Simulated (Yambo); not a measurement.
# PbSe (Clausthalite) (Fm-3m) in Yambo: further runs, part 2 of 3

Yambo 5.3.0.

**3. Optical spectrum, PBE, non-collinear spin, zero start, spin-orbit coupling**

optics1.in reads:

```
optics
chi
Chimod= "HARTREE"
% BndsRnXd
 1 | 80 |
%
NGsBlkXd= 3 Ry
% LongDrXd
 1 | 0 | 0 |
%
% QpntsRXd
 1 | 1 |
%
% EnRngeXd
 0 | 20 | eV
%
% DmRngeXd
 0.1 | 0.1 | eV
%
ETStpsXd= 200
```

scf.in reads:

```
&CONTROL
  calculation = 'scf'
  prefix = 'pwscf'
  outdir = './tmp'
  pseudo_dir = './pseudo'
/
&SYSTEM
  ibrav = 0
  nat = 2
  ntyp = 2
  ecutwfc = 86
  nbnd = 44
  occupations = 'smearing'
  smearing = 'fd'
  degauss = 0.00367493
  noncolin = .true.
  lspinorb = .true.
  force_symmorphic = .true.
/
&ELECTRONS
  conv_thr = 4d-10
  electron_maxstep = 120
  mixing_beta = 0.5
/
ATOMIC_SPECIES
Pb   207.2000 Pb.upf
Se    78.9710 Se.upf
CELL_PARAMETERS angstrom
   0.0000000000    3.0606500000    3.0606500000
   3.0606500000    0.0000000000    3.0606500000
   3.0606500000    3.0606500000    0.0000000000
ATOMIC_POSITIONS crystal
Pb     0.0000000000    0.0000000000    0.0000000000
Se     0.5000000000    0.5000000000    0.5000000000
K_POINTS automatic
8 8 8 0 0 0
```

nscf.in reads:

```
&CONTROL
  calculation = 'nscf'
  prefix = 'pwscf'
  outdir = './tmp'
  pseudo_dir = './pseudo'
/
&SYSTEM
  ibrav = 0
  nat = 2
  ntyp = 2
  ecutwfc = 86
  nbnd = 150
  occupations = 'fixed'
  noncolin = .true.
  lspinorb = .true.
  force_symmorphic = .true.
/
&ELECTRONS
  conv_thr = 1d-08
  diago_full_acc = .true.
  diago_thr_init = 1d-06
/
ATOMIC_SPECIES
Pb   207.2000 Pb.upf
Se    78.9710 Se.upf
CELL_PARAMETERS angstrom
   0.0000000000    3.0606500000    3.0606500000
   3.0606500000    0.0000000000    3.0606500000
   3.0606500000    3.0606500000    0.0000000000
ATOMIC_POSITIONS crystal
Pb     0.0000000000    0.0000000000    0.0000000000
Se     0.5000000000    0.5000000000    0.5000000000
K_POINTS automatic
4 4 4 0 0 0
```

Potentials or basis: PseudoDojo 0.4 FR PBE standard.

Run with:

```sh
$ OMP_NUM_THREADS=1 pw.x -in scf.in > scf.out
$ OMP_NUM_THREADS=1 pw.x -in nscf.in > nscf.out
$ cd tmp/pwscf.save; p2y; mv SAVE ../..; cd ../..
$ OMP_NUM_THREADS=1 yambo
$ OMP_NUM_THREADS=1 yambo -F optics1.in -J optics1 -C optics1_out
```

Yambo's report:

```text
[... sections 02.01 to 02.04 as in the set-up run ...]

  [02.05] Energies & Occupations
  ==============================

  [X] === General ===
  [X] Electronic Temperature                        :  0.000000  0.000000 [eV K]
  [X] Bosonic    Temperature                        :  0.000000  0.000000 [eV K]
  [X] Finite Temperature mode                       : no
  [X] El. density                                   :  0.52318E+24 [cm-3]
  [X] Fermi Level                                   :  9.298715 [eV]

  [X] === Gaps and Widths ===
  [X] Conduction Band Min                           :  0.199996 [eV]
  [X] Valence Band Max                              :  0.000000 [eV]
  [X] Filled Bands                                  :  30
  [X] Empty Bands                                   :   31  150
  [X] Direct Gap                                    :  0.199996 [eV]
  [X] Direct Gap localized at k                     :  3
  [X] Indirect Gap                                  :  0.199996 [eV]
  [X] Indirect Gap between kpts                     :  3  3
  [X] Last valence band width                       :  2.862104 [eV]
  [X] 1st conduction band width                     :  3.719024 [eV]

 [03] Transferred momenta grid and indexing
 ==========================================

 IBZ Q-points                                      :   8
 BZ  Q-points                                      :   64

 K/Q-points units:
 rlu = crystal or reduced units; cc = cartesian coordinates; iku = interal k-units

 Q [1]          [rlu]:  0.000000  0.000000  0.000000
 Q [2]          [rlu]: -0.51579E-17 -0.51579E-17  0.25000
 Q [3]          [rlu]:  0.10316E-16  0.10316E-16 -0.50000
 Q [4]          [rlu]:  0.93036E-17  0.25000      0.25000
 Q [5]          [rlu]:  0.22598E-16  0.25000      0.50000
 Q [6]          [rlu]:  0.10316E-16  0.25000     -0.25000
 Q [7]          [rlu]: -0.18607E-16 -0.50000     -0.50000
 Q [8]          [rlu]:  0.250000 -0.500000 -0.250000

 [04] Dipoles
 ============

  [04.01] Setup: observables and procedures
  =========================================

  [WARNING] [x,Vnl] slows the Dipoles computation. To neglect it rename the ns.kb_pp file
  [WF-Oscillators/G space/Transverse up loader] Normalization (few states)  min/max  :  0.27769E-17   1.0000

  [WR./optics1//ndb.dipoles]------------------------------------------------------
   Brillouin Zone Q/K grids (IBZ/BZ)                :    8   64    8   64
   RL vectors                                       :   6231 [WF]
   Fragmentation                                    : yes
   Electronic Temperature                           :  0.000000 [K]
   Bosonic    Temperature                           :  0.000000 [K]
   DIP band range                                   :    1   80
   DIP band range limits                            :  30  31
   DIP e/h energy range                             : -1.000000 -1.000000 [eV]
   RL vectors in the sum                            :   6231
   [r,Vnl] included                                 : yes
   Bands ordered                                    : yes
   Direct v evaluation                              : no
   Approach used                                    : G-space v
   Dipoles computed                                 : R V P [G-space]
   Wavefunctions                                    : Perdew, Burke & Ernzerhof(X)+Perdew, Burke & Ernzerhof(C)

  [WARNING] [r,Vnl^pseudo] included in position and velocity dipoles.

  [WARNING] In case H contains other non local terms, these are neglected

 [05] Optics
 ===========

 [X-CG] R(p) Tot o/o(of R):    2404   96000     100
```

It took 5.9 min on 1 thread of Arm Neoverse V2, shared host; peak memory 0.56 GiB.

What came out:

```
Band gap on the k mesh, mean-field level                              : 0.20 eV, direct
Electronic dielectric constant along the field                        : 736.85
Electronic dielectric constant along the field, independent particles : 757.87
```

Dielectric function (along the field direction of the input):
```tsv
energy (eV)	real part	imaginary part
0.50	-134.25	113.31
1.51	8.03	12.88
2.51	6.89	43.33
3.52	-6.36	5.89
4.52	-6.29	7.78
5.63	-2.75	3.05
6.63	-0.93	2.20
7.64	-1.29	3.43
8.64	-0.14	2.19
9.65	-0.86	1.78
10.75	-0.78	1.07
11.76	0.34	1.29
12.76	0.08	1.22
13.77	-0.21	0.77
14.77	0.02	0.46
15.88	0.34	0.22
16.88	0.64	0.31
17.89	0.86	0.66
18.89	0.78	0.50
20.00	0.55	0.65
```

Caveat: the k mesh is coarse (spacing up to 0.44 Å⁻¹), so the values aren't converged; the optical matrix elements of this version leave out the spin-flip part of the nonlocal potential, a small error; spectra need much finer meshes, so this one isn't converged; these spectra lack excitons. A k mesh can miss the band edges.

**4. Optical spectrum by the Bethe-Salpeter equation, PBE, non-collinear spin, zero start, spin-orbit coupling**

bse2.in reads:

```
optics
bse
bss
rim_cut
em1s
RandQpts= 1000000
RandGvec= 50 RL
Chimod= "HARTREE"
% BndsRnXs
 1 | 80 |
%
NGsBlkXs= 5 Ry
% LongDrXs
 1 | 0 | 0 |
%
BSKmod= "SEX"
BSEmod= "retarded"
BSSmod= "d"
% BSEQptR
 1 | 1 |
%
% BSEBands
 27 | 34 |
%
BSENGexx= 20 Ry
BSENGBlk= 5 Ry
% BEnRange
 0 | 20 | eV
%
% BDmRange
 0.1 | 0.1 | eV
%
BEnSteps= 200
% BLongDir
 1 | 0 | 0 |
%
BSEprop= "abs"
WRbsWF
% KfnQP_E
 -0.33 | 1.0 | 1.0 |
%
```

scf.in is that of step 3.

nscf.in is that of step 3.

Potentials or basis: PseudoDojo 0.4 FR PBE standard.

Run with:

```sh
$ OMP_NUM_THREADS=1 pw.x -in scf.in > scf.out
$ OMP_NUM_THREADS=1 pw.x -in nscf.in > nscf.out
$ cd tmp/pwscf.save; p2y; mv SAVE ../..; cd ../..
$ OMP_NUM_THREADS=1 yambo
$ mkdir -p bse2; ln -s $PWD/g0w00/ndb.RIM bse2/
$ OMP_NUM_THREADS=1 yambo -F bse2.in -J bse2 -C bse2_out
$ OMP_NUM_THREADS=1 ypp -J bse2 -C bse2_out -e s -b 1
```

Yambo's report:

```text
[... sections 02.01 to 02.04 as in the set-up run ...]

  [02.05] Energies & Occupations
  ==============================

  [X] === General ===
  [X] Electronic Temperature                        :  0.000000  0.000000 [eV K]
  [X] Bosonic    Temperature                        :  0.000000  0.000000 [eV K]
  [X] Finite Temperature mode                       : no
  [X] El. density                                   :  0.52318E+24 [cm-3]
  [X] Fermi Level                                   :  9.298715 [eV]

  [X] === Gaps and Widths ===
  [X] Conduction Band Min                           :  0.199996 [eV]
  [X] Valence Band Max                              :  0.000000 [eV]
  [X] Filled Bands                                  :  30
  [X] Empty Bands                                   :   31  150
  [X] Direct Gap                                    :  0.199996 [eV]
  [X] Direct Gap localized at k                     :  3
  [X] Indirect Gap                                  :  0.199996 [eV]
  [X] Indirect Gap between kpts                     :  3  3
  [X] Last valence band width                       :  2.862104 [eV]
  [X] 1st conduction band width                     :  3.719024 [eV]

 [03] Transferred momenta grid and indexing
 ==========================================

 [BZ sampling] Q-grid is User defined and/or read from the database

 IBZ Q-points                                      :   8
 BZ  Q-points                                      :   64

[... 285 lines left out ...]
     [RIM] RL components                              :   51 [col]
     [RIM] Random points                              :  1000000 [col]
     [SOC] Perturbative SOC                           : no
     [K] Kernel long-range exchange                   : BAR

    [08.01.05.03] Wave-Function Phases
    ==================================

    [BSE] WF phases found       :  18.68490 [o/o]

   [08.01.06] BSE solver(s) @q1
   ============================

   [08.01.07] Diago Solver @q1
   ===========================

   [WR./bse2//ndb.BS_diago_Q1]-----------------------------------------------------
    BS kernel          energies                      : Perdew, Burke & Ernzerhof(X)+Perdew, Burke & Ernzerhof(C)+ user defined corrections @E
    [K] Identifier                                   :  2991
    [K] Dimension                                    :  1024
    [K] Bands                                        :   27   34
    [K] Exchange                                     : yes [res]
    [K] Correlation                                  : yes [res]
    [K] Kernel`s coupling                            : no
    [K] Exchange                                     : no [cpl]
    [K] Correlation                                  : no [cpl]
    [K] W interaction is bare                        : no
    [K] ALDA kernel in R-space                       : no
    [K] RL vectors                                   :   609 [exchange]
    [K] RL vectors                                   :   89 [correlation]
    [K] E/h energy range                             : -1.000000 -1.000000 [eV]
    [K] Coupling range                               :  100.0000  100.0000 [o/o]
    [W] Interaction is diagonal                      : no
    [W] Matrix size                                  :   89
    [W] Bands                                        :    1   80
    [W] e/h energy range                             : -1.000000 -1.000000 [eV]
    [W] Poles                                        :  100.0000 [o/o]
    [W] RL vectors in the sum                        :   6231
    [W] [r,Vnl] included                             : yes
    [W] Field direction                              :  0.100000E-4   0.00000      0.00000
    [W] Coulomb Cutoff                               : none
    [W] Hxc Kernel                                   : HARTREE
    [RIM] RL components                              :   51 [col]
    [RIM] Random points                              :  1000000 [col]
    [SOC] Perturbative SOC                           : no
    [K] Kernel long-range exchange                   : BAR
    [BSS] Eigenstates included                       : yes
    [BSS] Field direction                            :  0.100000E-4   0.00000      0.00000
    [BSS] Eigenstates computed                       :  1024
    [BSS] Number of BSE matrices                     :  1
```

Wall time 9.2 min (1 thread of Arm Neoverse V2, shared host); peak memory 0.56 GiB.

What came out:

| Quantity | Value |
| --- | --- |
| Band gap on the k mesh, mean-field level | 0.20 eV, direct |
| Lowest exciton energy | 0.10 eV |
| Lowest bright exciton energy | 0.11 eV |

Dielectric function (along the field direction of the input):
| energy (eV) | real part | imaginary part |
| --- | --- | --- |
| 0.30 | -143.51 | 157.76 |
| 1.31 | 16.17 | 73.26 |
| 2.31 | -17.51 | 31.76 |
| 3.32 | -6.21 | 4.05 |
| 4.42 | -8.37 | 2.61 |
| 5.43 | -2.98 | 2.02 |
| 6.43 | -2.63 | 1.75 |
| 7.54 | -1.83 | 0.13 |
| 8.54 | -0.88 | 0.13 |
| 9.55 | -0.58 | 0.04 |
| 10.65 | -0.22 | 0.03 |
| 11.66 | 0.00 | 0.02 |
| 12.66 | 0.16 | 0.01 |
| 13.77 | 0.30 | 0.01 |
| 14.77 | 0.40 | 0.01 |
| 15.78 | 0.47 | 0.01 |
| 16.88 | 0.54 | 0.01 |
| 17.89 | 0.59 | 0.00 |
| 18.89 | 0.64 | 0.00 |
| 20.00 | 0.68 | 0.00 |

Lowest exciton energies (eV): 0.10, 0.11, 0.11, 0.11, 0.13, 0.13, 0.13, 0.13

Excitons:
```
energy (eV)  strength (relative to the strongest)
      0.102                               6.9e-12
      0.115                               6.5e-06
      0.115                                  0.33
      0.115                                     1
      0.132                               1.1e-09
      0.132                               4.7e-05
      0.132                               6.8e-05
      0.133                               5.8e-15
      0.133                               2.2e-15
      0.136                               1.8e-12
      0.136                               5.1e-09
      0.136                               2.8e-10
```

Caveat: the k mesh is coarse (spacing up to 0.44 Å⁻¹), so the values aren't converged; the optical matrix elements of this version leave out the spin-flip part of the nonlocal potential, a small error; the scissor is the correction of the direct gap in an earlier G0W0 run on the same states; exciton energies and binding change strongly with the k mesh and aren't converged on this one; spectra need much finer meshes, so this one isn't converged. A k mesh can miss the band edges.

(Part 2 of 3 ends here.)
